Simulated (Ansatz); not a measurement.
# Si: energy against volume in PBE, exact exchange and the RPA

How do exact exchange and RPA correlation set the lattice of Si built on the database structure prototype? The cell is scaled at fixed shape.

Program: Ansatz 0.2.0. PBE orbitals, norm-conserving pseudopotentials, plane waves. (Simulation; spin polarisation is off.)

## Step 1: Starting point

The cell was relaxed beforehand with r2SCAN; volume changes: +0 %, -5 %, +5 %, -10 %, +10 %.

The symmetry is P6_3/mmc (No. 194, hexagonal); a = 3.832 Å, c = 6.341 Å in the conventional setting, 20.16 Å³ an atom. Si has 4 Si at 2.35–2.37 Å.

Structure file:

```xyz
4
Lattice="3.8321 0.0000 0.0000 -1.9161 3.3187 0.0000 0.0000 0.0000 6.3412" Properties=species:S:1:pos:R:3 pbc="T T T"
Si    0.0000    2.2125    0.3999
Si    1.9161    1.1062    3.5705
Si    0.0000    2.2125    2.7707
Si    1.9161    1.1062    5.9414
```

## Step 2: The unscaled cell

File input.yaml:

```yaml
crystal:
  lattice:
    - [3.8321167948, 0.0, 0.0]
    - [-1.9160583974, 3.3187104946, 0.0]
    - [0.0, 0.0, 6.3412386838]
  atoms:
    - { symbol: Si, position: [0.3333333333, 0.6666666667, 0.0630612446] }
    - { symbol: Si, position: [0.6666666667, 0.3333333333, 0.5630612446] }
    - { symbol: Si, position: [0.3333333333, 0.6666666667, 0.4369387554] }
    - { symbol: Si, position: [0.6666666667, 0.3333333333, 0.9369387554] }
kpoints:
  mp_grid: { grid: [6, 6, 2] }
hamiltonian:
  xc: pbe
  pseudopotentials: { kind: nc }
scf:
  occupations: { method: fixed }
output:
  rpa_energy:
    ecut_chi_ladder: [149, 167, 185, 205, 225]
    long_wavelength: optical_limit
basis:
  ecutwfc: 489.804952
```

After this run come: Volume -5 %; Volume +5 %; Volume -10 %; Volume +10 %.

What does the calculation give?

**Answer**, as computed:

Energies in meV/atom from the unscaled cell:

```
volume (Å³/atom)   PBE  exact exchange  EXX+RPA  RPA correlation
          18.145  87.5           101.0     42.7            -58.3
          19.153  24.4            27.7      2.5            -25.1
          20.161   0.0             0.0      0.0              0.0
          21.170   5.4             8.3     26.5             18.2
          22.178  33.7            44.9     75.0             30.1
```

| energy | V₀ (Å³/atom) | B₀ (GPa) | B₀′ |
| --- | --- | --- | --- |
| PBE | 20.453 | 89 | 4.2 |
| exact exchange | 20.400 | 109 | 3.8 |
| EXX+RPA | 19.721 | 100 | 4.3 |

Birch–Murnaghan fits.

RPA correlation grows stronger on compression, so it pulls the cell in against exact exchange alone. The log puts the extrapolation error of each correlation energy at up to 1 meV/atom, against 75 meV/atom for the whole EXX+RPA curve; part of it cancels between volumes. EXX+RPA puts the volume -3.6 % from PBE and the bulk modulus +13 %. The 6×6×2 mesh and the pseudopotentials limit these values, and the core-valence term stays semilocal.
